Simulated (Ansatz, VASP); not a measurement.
**Ga2O: VASP beside Ansatz**

```xyz
3
Lattice="4.2278 0.0000 0.0000 -2.1139 3.6614 0.0000 0.0000 0.0000 3.0888" Properties=species:S:1:pos:R:3 pbc="T T T"
Ga    2.1139    1.2205    1.5444
Ga    0.0000    2.4409    1.5444
O     0.0000    0.0000    0.0000
```

Change from the starting cell: species swapped into the GdGa2 type (P6/mmm, No. 191).

Alike in both runs: functional PBE; k mesh 6 × 6 × 6; occupations gaussian, width 0.1 eV; no spin polarisation.

Ansatz relaxed the structure, and its values are those at the end. VASP's run is a single point on that final structure, the one shown.

|  | VASP | Ansatz |
| --- | --- | --- |
| version | VASP 6.6.1 | Ansatz 0.2.0 |
| potentials or method | VASP PAW PBE potentials, release 64 (Ga_d, O) | scalar-relativistic, plane waves, PAW |
| plane-wave cutoff (eV) | 520 | 420 |
| valence electrons in the cell | 32 | 32 |

|  | VASP | Ansatz | Ansatz less VASP |
| --- | --- | --- | --- |
| gap on the k mesh at the Fermi level (eV) | none | none | - |
| pressure (GPa) | 0.1 | 0.0 | -0.07 |

A gap of «none» marks a metal or a gap that the smearing closes.
